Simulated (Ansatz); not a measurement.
# SiO2: the cost of one run

Program: Ansatz 0.2.0. Level of theory: DFT PBE, scalar-relativistic, plane waves, PAW. These are calculated values, not measurements.

## Step 1: The structure to begin with

Symmetry: P4_12_12, No. 92, tetragonal system. The conventional cell has a = 4.982 Å, b = 4.982 Å, c = 6.963 Å, α = 90.00°, β = 90.00°, γ = 90.00°. Si (site symmetry 2) has 4 O at 1.60 to 1.61 Å as nearest neighbours. O (site symmetry 1) has 2 Si at 1.60 to 1.61 Å as nearest neighbours.

Structure file:

```cif
data_structure
_symmetry_space_group_name_H-M 'P 1'
_symmetry_Int_Tables_number 1
_cell_length_a 9.9058
_cell_length_b 9.9058
_cell_length_c 9.9058
_cell_angle_alpha 119.611
_cell_angle_beta 119.611
_cell_angle_gamma 90.676
_cell_volume 691.30
loop_
_atom_site_label
_atom_site_type_symbol
_atom_site_fract_x
_atom_site_fract_y
_atom_site_fract_z
_atom_site_occupancy
Si1 Si 0.14949 0.14949 0.29897 1
Si2 Si 0.64948 0.64948 0.29897 1
Si3 Si 0.64948 0.14949 0.79897 1
Si4 Si 0.14949 0.64948 0.79897 1
Si5 Si 0.02448 0.22551 0.00000 1
Si6 Si 0.52448 0.72552 0.00000 1
Si7 Si 0.52448 0.22551 0.50000 1
Si8 Si 0.02448 0.72552 0.50000 1
Si9 Si 0.60052 0.10051 0.20103 1
Si10 Si 0.10051 0.60052 0.20103 1
Si11 Si 0.10051 0.10051 0.70103 1
Si12 Si 0.60052 0.60052 0.70103 1
Si13 Si 0.47552 0.27448 0.00000 1
Si14 Si 0.97552 0.77448 0.00000 1
Si15 Si 0.97552 0.27448 0.50000 1
Si16 Si 0.47552 0.77448 0.50000 1
O1 O 0.14080 0.20901 0.17168 1
O2 O 0.64080 0.70901 0.17168 1
O3 O 0.64080 0.20901 0.67168 1
O4 O 0.14080 0.70901 0.67168 1
O5 O 0.08401 0.41233 0.06821 1
O6 O 0.58401 0.91233 0.06821 1
O7 O 0.58401 0.41233 0.56821 1
O8 O 0.08401 0.91233 0.56821 1
O9 O 0.78733 0.21912 0.32832 1
O10 O 0.28733 0.71912 0.32832 1
O11 O 0.28733 0.21912 0.82832 1
O12 O 0.78733 0.71912 0.82832 1
O13 O 0.09412 0.26580 0.43179 1
O14 O 0.59412 0.76580 0.43179 1
O15 O 0.59412 0.26580 0.93179 1
O16 O 0.09412 0.76580 0.93179 1
O17 O 0.48420 0.15588 0.06821 1
O18 O 0.98420 0.65588 0.06821 1
O19 O 0.98420 0.15588 0.56821 1
O20 O 0.48420 0.65588 0.56821 1
O21 O 0.54099 0.10920 0.32832 1
O22 O 0.04099 0.60920 0.32832 1
O23 O 0.04099 0.10920 0.82832 1
O24 O 0.54099 0.60920 0.82832 1
O25 O 0.33767 0.16599 0.43179 1
O26 O 0.83767 0.66599 0.43179 1
O27 O 0.83767 0.16599 0.93179 1
O28 O 0.33767 0.66599 0.93179 1
O29 O 0.53088 0.46267 0.17168 1
O30 O 0.03088 0.96267 0.17168 1
O31 O 0.03088 0.46267 0.67168 1
O32 O 0.53088 0.96267 0.67168 1
```

The runs take a perfect supercell of 48 atoms; the defect goes to fractional position (0.141, 0.209, 0.172).

## Step 2: The perfect supercell

input.yaml

```yaml
crystal:
  lattice:
    - [-4.982, 4.982, 6.963]
    - [4.982, -4.982, 6.963]
    - [4.982, 4.982, -6.963]
  atoms:
    - { symbol: Si, position: [0.149485, 0.149485, 0.29897] }
    - { symbol: Si, position: [0.649485, 0.649485, 0.29897] }
    - { symbol: Si, position: [0.649485, 0.149485, 0.79897] }
    - { symbol: Si, position: [0.149485, 0.649485, 0.79897] }
    - { symbol: Si, position: [0.024485, 0.225515, 0.0] }
    - { symbol: Si, position: [0.524485, 0.725515, 0.0] }
    - { symbol: Si, position: [0.524485, 0.225515, 0.5] }
    - { symbol: Si, position: [0.024485, 0.725515, 0.5] }
    - { symbol: Si, position: [0.600515, 0.100515, 0.20103] }
    - { symbol: Si, position: [0.100515, 0.600515, 0.20103] }
    - { symbol: Si, position: [0.100515, 0.100515, 0.70103] }
    - { symbol: Si, position: [0.600515, 0.600515, 0.70103] }
    - { symbol: Si, position: [0.475515, 0.274485, 0.0] }
    - { symbol: Si, position: [0.975515, 0.774485, 0.0] }
    - { symbol: Si, position: [0.975515, 0.274485, 0.5] }
    - { symbol: Si, position: [0.475515, 0.774485, 0.5] }
    - { symbol: O, position: [0.1408, 0.20901, 0.17168] }
    - { symbol: O, position: [0.6408, 0.70901, 0.17168] }
    - { symbol: O, position: [0.6408, 0.20901, 0.67168] }
    - { symbol: O, position: [0.1408, 0.70901, 0.67168] }
    - { symbol: O, position: [0.08401, 0.41233, 0.06821] }
    - { symbol: O, position: [0.58401, 0.91233, 0.06821] }
    - { symbol: O, position: [0.58401, 0.41233, 0.56821] }
    - { symbol: O, position: [0.08401, 0.91233, 0.56821] }
    - { symbol: O, position: [0.78733, 0.21912, 0.32832] }
    - { symbol: O, position: [0.28733, 0.71912, 0.32832] }
    - { symbol: O, position: [0.28733, 0.21912, 0.82832] }
    - { symbol: O, position: [0.78733, 0.71912, 0.82832] }
    - { symbol: O, position: [0.09412, 0.2658, 0.43179] }
    - { symbol: O, position: [0.59412, 0.7658, 0.43179] }
    - { symbol: O, position: [0.59412, 0.2658, 0.93179] }
    - { symbol: O, position: [0.09412, 0.7658, 0.93179] }
    - { symbol: O, position: [0.4842, 0.15588, 0.06821] }
    - { symbol: O, position: [0.9842, 0.65588, 0.06821] }
    - { symbol: O, position: [0.9842, 0.15588, 0.56821] }
    - { symbol: O, position: [0.4842, 0.65588, 0.56821] }
    - { symbol: O, position: [0.54099, 0.1092, 0.32832] }
    - { symbol: O, position: [0.04099, 0.6092, 0.32832] }
    - { symbol: O, position: [0.04099, 0.1092, 0.82832] }
    - { symbol: O, position: [0.54099, 0.6092, 0.82832] }
    - { symbol: O, position: [0.33767, 0.16599, 0.43179] }
    - { symbol: O, position: [0.83767, 0.66599, 0.43179] }
    - { symbol: O, position: [0.83767, 0.16599, 0.93179] }
    - { symbol: O, position: [0.33767, 0.66599, 0.93179] }
    - { symbol: O, position: [0.53088, 0.46267, 0.17168] }
    - { symbol: O, position: [0.03088, 0.96267, 0.17168] }
    - { symbol: O, position: [0.03088, 0.46267, 0.67168] }
    - { symbol: O, position: [0.53088, 0.96267, 0.67168] }
basis:
  ecutwfc: 420
  fft_grid_basis: typed
kpoints:
  mp_grid: { grid: [2, 2, 2] }
hamiltonian:
  xc: pbe
  pseudopotentials: { kind: paw }
scf:
  occupations: { method: gaussian, width: 0.05 }
output:
  forces: true
  stress: false
  eigenvalues: true
  bader: false
  write_density: true
  volumetric_format: npy
```

On the command line:

```sh
$ ansatz run input.yaml --threads 4 --pin off --max-ram 10240MiB --backend cpu --events-out ev --progress --plain --runs-dir out
```

Q: Estimate wall time and peak memory on 4 threads of Intel Xeon Gold 6455B (Sapphire Rapids), shared host.

About 5.5 s, with a peak of 2.5 GiB.
